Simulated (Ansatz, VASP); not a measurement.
Se in VASP and in Ansatz

```
Se
1.0
     2.88192    0.00000    0.00000
     0.00000    2.88192    0.00000
     0.00000    0.00000    2.88192
Se
1
Direct
  0.00000 0.00000 0.00000
```

Alike in both runs: task single point; functional PBE; k mesh 14 × 14 × 14; occupations gaussian, width 0.1 eV; no spin polarisation.

|  | VASP | Ansatz |
| --- | --- | --- |
| version | VASP 6.6.1 | Ansatz 0.2.0 |
| potentials or method | VASP PAW PBE potentials, release 64 (Se) | scalar-relativistic, plane waves, PAW |
| plane-wave cutoff (eV) | 520 | 420 |
| valence electrons in the cell | 6 | 16 |

|  | VASP | Ansatz | Ansatz less VASP |
| --- | --- | --- | --- |
| gap on the k mesh at the Fermi level (eV) | none | none | - |
| pressure (GPa) | -3.4 | -3.4 | -0.01 |

A gap of «none» marks a metal or a gap that the smearing closes. The two sets of potentials don't hold the same shells in valence.
